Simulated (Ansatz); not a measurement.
RbBr: relaxation of cell and atoms

All numbers below come from DFT, PBE, PAW with Ansatz's default frozen-core files, scalar-relativistic (Ansatz 0.2.0).

Command: `ansatz run input.yaml --threads 1 --pin off --max-ram 3072MiB --backend cpu --events-out ev --progress --plain --runs-dir out` The run took 2.3 min on 1 thread of Intel(R) Xeon(R) 6975P-C (Granite Rapids) (shared host), peak memory 0.57 GiB.

```yaml
crystal:
  lattice:
    - [4.5558582445, 0.0, 0.0]
    - [-2.2779291223, 3.9454889758, 0.0]
    - [0.0, 0.0, 7.4260489385]
  atoms:
    - { symbol: Rb, position: [0.3333333333, 0.6666666667, 0.0] }
    - { symbol: Rb, position: [0.6666666667, 0.3333333333, 0.5] }
    - { symbol: Br, position: [0.3333333333, 0.6666666667, 0.376] }
    - { symbol: Br, position: [0.6666666667, 0.3333333333, 0.876] }
kpoints:
  mp_grid: { grid: [10, 10, 6] }
scf:
  occupations: { method: fermi_dirac, width: 0.05 }
hamiltonian:
  xc: pbe
  pseudopotentials: { kind: paw }
output:
  forces: true
  stress: true
  write_density: true
  write_potential: true
  elf: true
  volumetric_format: npy
relax:
  f_tol: 0.005
  max_steps: 80
  cell: {}
```

The cell is built from the wurtzite type as a first guess.

The cutoff is 420 eV; energies and pressures of the walk include the program's estimate of the Pulay term.

Each frame lists the cell vectors (Å), then Cartesian positions (Å) and forces (eV/Å). Free energies count from the first step, -12104.5157 eV.

The walk took 19 evaluations in all; steps that aren't listed are left out.

Step 1: E = 0.0 meV, P = 17.36 GPa

```
cell 4.5559 0.0000 0.0000 -2.2779 3.9455 0.0000 0.0000 0.0000 7.4260
Rb    0.0000    2.6303    0.0000     0.000   0.000  -0.009
Rb    2.2779    1.3152    3.7130     0.000   0.000  -0.009
Br    0.0000    2.6303    2.7922     0.000   0.000   0.009
Br    2.2779    1.3152    6.5052     0.000   0.000   0.009
```

Step 2: E = -1645.2 meV, P = 9.48 GPa

```
cell 4.7781 0.0000 0.0000 -2.3890 4.1379 0.0000 0.0000 0.0000 7.7749
Rb    0.0000    2.7586   -0.0014     0.000   0.000  -0.017
Rb    2.3890    1.3793    3.8861     0.000   0.000  -0.017
Br    0.0000    2.7586    2.9247     0.000   0.000   0.017
Br    2.3890    1.3793    6.8122     0.000   0.000   0.017
```

Step 3: E = -2592.2 meV, P = 4.75 GPa

```
cell 5.0026 0.0000 0.0000 -2.5013 4.3324 0.0000 0.0000 0.0000 8.1096
Rb    0.0000    2.8883   -0.0062     0.000   0.000  -0.015
Rb    2.5013    1.4441    4.0486     0.000   0.000  -0.015
Br    0.0000    2.8883    3.0554     0.000   0.000   0.015
Br    2.5013    1.4441    7.1102     0.000   0.000   0.015
```

Step 4: E = -3057.5 meV, P = 1.95 GPa

```
cell 5.2252 0.0000 0.0000 -2.6126 4.5251 0.0000 0.0000 0.0000 8.4082
Rb    0.0000    3.0167   -0.0157     0.000   0.000  -0.012
Rb    2.6126    1.5084    4.1884     0.000   0.000  -0.012
Br    0.0000    3.0167    3.1772     0.000   0.000   0.012
Br    2.6126    1.5084    7.3813     0.000   0.000   0.012
```

Step 5: E = -3203.5 meV, P = 0.44 GPa

```
cell 5.4179 0.0000 0.0000 -2.7090 4.6921 0.0000 0.0000 0.0000 8.6094
Rb    0.0000    3.1281   -0.0317     0.000   0.000  -0.007
Rb    2.7090    1.5640    4.2730     0.000   0.000  -0.007
Br    0.0000    3.1281    3.2688     0.000   0.000   0.007
Br    2.7090    1.5640    7.5735     0.000   0.000   0.007
```

Step 6: E = -3214.4 meV, P = 0.04 GPa

```
cell 5.4877 0.0000 0.0000 -2.7438 4.7525 0.0000 0.0000 0.0000 8.6476
Rb    0.0000    3.1683   -0.0421     0.000   0.000  -0.005
Rb    2.7438    1.5842    4.2817     0.000   0.000  -0.005
Br    0.0000    3.1683    3.2936     0.000   0.000   0.005
Br    2.7438    1.5842    7.6174     0.000   0.000   0.005
```

Step 7: E = -3216.6 meV, P = 0.00 GPa

```
cell 5.5306 0.0000 0.0000 -2.7653 4.7896 0.0000 0.0000 0.0000 8.5066
Rb    0.0000    3.1931   -0.0785     0.000   0.000   0.008
Rb    2.7653    1.5965    4.1748     0.000   0.000   0.008
Br    0.0000    3.1931    3.2769     0.000   0.000  -0.008
Br    2.7653    1.5965    7.5302     0.000   0.000  -0.008
```

Step 8: E = -3218.3 meV, P = -0.01 GPa

```
cell 5.5622 0.0000 0.0000 -2.7811 4.8170 0.0000 0.0000 0.0000 8.3755
Rb    0.0000    3.2113   -0.1049     0.000   0.000   0.004
Rb    2.7811    1.6057    4.0828     0.000   0.000   0.004
Br    0.0000    3.2113    3.2541     0.000   0.000  -0.004
Br    2.7811    1.6057    7.4419     0.000   0.000  -0.004
```

Step 9: E = -3226.3 meV, P = -0.14 GPa

```
cell 5.6519 0.0000 0.0000 -2.8260 4.8947 0.0000 0.0000 0.0000 8.0298
Rb    0.0000    3.2632   -0.1743     0.000   0.000  -0.026
Rb    2.8260    1.6316    3.8406     0.000   0.000  -0.026
Br    0.0000    3.2632    3.1935     0.000   0.000   0.026
Br    2.8260    1.6316    7.2084     0.000   0.000   0.026
```

Step 10: E = -3248.9 meV, P = -0.22 GPa

```
cell 5.7198 0.0000 0.0000 -2.8599 4.9535 0.0000 0.0000 0.0000 7.6681
Rb    0.0000    3.3023   -0.2410     0.000   0.000  -0.075
Rb    2.8599    1.6512    3.5931     0.000   0.000  -0.075
Br    0.0000    3.3023    3.1242     0.000   0.000   0.075
Br    2.8599    1.6512    6.9583     0.000   0.000   0.075
```

Step 11: E = -3291.4 meV, P = -0.26 GPa

```
cell 5.7739 0.0000 0.0000 -2.8870 5.0004 0.0000 0.0000 0.0000 7.3106
Rb    0.0000    3.3336   -0.3099     0.000   0.000  -0.119
Rb    2.8870    1.6668    3.3454     0.000   0.000  -0.119
Br    0.0000    3.3336    3.0587     0.000   0.000   0.119
Br    2.8870    1.6668    6.7140     0.000   0.000   0.119
```

Step 12: E = -3333.9 meV, P = -0.18 GPa

```
cell 5.8253 0.0000 0.0000 -2.9126 5.0448 0.0000 0.0000 0.0000 6.9452
Rb    0.0000    3.3632   -0.3848     0.000   0.000  -0.090
Rb    2.9126    1.6816    3.0878     0.000   0.000  -0.090
Br    0.0000    3.3632    2.9962     0.000   0.000   0.090
Br    2.9126    1.6816    6.4688     0.000   0.000   0.090
```

Step 13: E = -3246.7 meV, P = 1.27 GPa, step rejected

```
cell 5.6034 0.0000 0.0000 -2.8017 4.8527 0.0000 0.0000 0.0000 6.9812
Rb    0.0000    3.2351   -0.5523     0.000   0.000   0.218
Rb    2.8017    1.6176    2.9383     0.000   0.000   0.218
Br    0.0000    3.2351    3.1772     0.000   0.000  -0.218
Br    2.8017    1.6176    6.6678     0.000   0.000  -0.218
```

Step 14: E = -3346.2 meV, P = 0.03 GPa

```
cell 5.7665 0.0000 0.0000 -2.8832 4.9939 0.0000 0.0000 0.0000 6.9950
Rb    0.0000    3.3293   -0.4308     0.000   0.000  -0.005
Rb    2.8832    1.6646    3.0667     0.000   0.000  -0.005
Br    0.0000    3.3293    3.0609     0.000   0.000   0.005
Br    2.8832    1.6646    6.5585     0.000   0.000   0.005
```

Step 15: E = -3346.4 meV, P = 0.00 GPa

```
cell 5.7747 0.0000 0.0000 -2.8873 5.0010 0.0000 0.0000 0.0000 6.9871
Rb    0.0000    3.3340   -0.4329     0.000   0.000  -0.001
Rb    2.8873    1.6670    3.0607     0.000   0.000  -0.001
Br    0.0000    3.3340    3.0601     0.000   0.000   0.001
Br    2.8873    1.6670    6.5536     0.000   0.000   0.001
```

Step 16: E = -3436.1 meV, P = 0.54 GPa (the cell of the step before, solved again on a basis chosen afresh, hence the jump)

Step 17: E = -3459.9 meV, P = 0.12 GPa

```
cell 5.8924 0.0000 0.0000 -2.9462 5.1030 0.0000 0.0000 0.0000 6.9720
Rb    0.0000    3.4020   -0.4321     0.000   0.000   0.000
Rb    2.9462    1.7010    3.0538     0.000   0.000   0.000
Br    0.0000    3.4020    3.0536     0.000   0.000   0.000
Br    2.9462    1.7010    6.5396     0.000   0.000   0.000
```

(1) How does the relaxation end?

Results:

(1) It converges, with a = 5.942 Å, b = 5.942 Å, c = 6.957 Å, α = 90.00°, β = 90.00°, γ = 120.00° (conventional cell, space group P6_3/mmc). The last solve (on a basis chosen afresh for the final cell, so its energy is not quite comparable) gives E = -3462.1 meV, P = -0.01 GPa:
```
cell 5.9421 0.0000 0.0000 -2.9710 5.1460 0.0000 0.0000 0.0000 6.9565
Rb    0.0000    3.4307   -0.4313     0.000   0.000   0.000
Rb    2.9710    1.7153    3.0470     0.000   0.000   0.000
Br    0.0000    3.4307    3.0469     0.000   0.000   0.000
Br    2.9710    1.7153    6.5252     0.000   0.000   0.000
```
